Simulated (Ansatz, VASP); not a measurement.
## One calculation of Tl, two programs

The input INCAR:

```
ALGO = Normal
EDIFF = 1E-6
ENCUT = 520
GGA = RP
ISIF = 2
ISMEAR = -1
LASPH = True
LCHARG = False
LREAL = False
LWAVE = False
NBANDS = 12
NELM = 100
PREC = Accurate
SIGMA = 0.1
```

Contents of KPOINTS:

```
k-points
0
Gamma
  11 11 11
```

Contents of POSCAR:

```
Tl
1.0
    3.4649271111      0.0000000000      0.0000000000
    0.0000000000      3.4649271111      0.0000000000
    0.0000000000      0.0000000000      3.4649271111
Tl
1
Direct
    0.0000000000      0.0000000000      0.0000000000
```

Input for Ansatz:

```yaml
crystal:
  lattice:
    - [3.4649271111, 0.0, 0.0]
    - [0.0, 3.4649271111, 0.0]
    - [0.0, 0.0, 3.4649271111]
  atoms:
    - { symbol: Tl, position: [0.0, 0.0, 0.0] }
hamiltonian:
  xc: rpbe
  pseudopotentials:
    kind: paw
    azcp:
      Tl: "pseudopotentials/Tl.paw.azcp"
basis:
  ecutwfc: 420
  fft_grid_basis: typed
kpoints:
  mp_grid: { grid: [11, 11, 11], shift: [0, 0, 0] }
magnetization:
  spin_polarized: false
scf:
  occupations: { method: fermi_dirac, width: 0.1 }
  lower_state_search: "off"
output:
  stress: true
  write_density: true
  write_potential: true
  elf: true
  volumetric_format: npy
```

Alike in both runs: task single point; functional RPBE; k mesh 11 × 11 × 11; occupations fermi-dirac, width 0.1 eV; no spin polarisation.

|  | VASP | Ansatz |
| --- | --- | --- |
| version | VASP 6.6.1 | Ansatz 0.2.0 |
| potentials or method | VASP PAW PBE potentials, release 64 (Tl_d) | plane waves (420 eV) with PAW, scalar-relativistic |
| plane-wave cutoff (eV) | 520 | 420 |
| valence electrons in the cell | 13 | 13 |

```tsv
	VASP	Ansatz	Ansatz less VASP
pressure (GPa)	-1.4	-1.3	+0.04
```

Caveats: the PAW data sets were made with another functional, which shifts forces and pressure a little (VASP). The runs have no spin-orbit coupling, so splittings on Tl are missing.
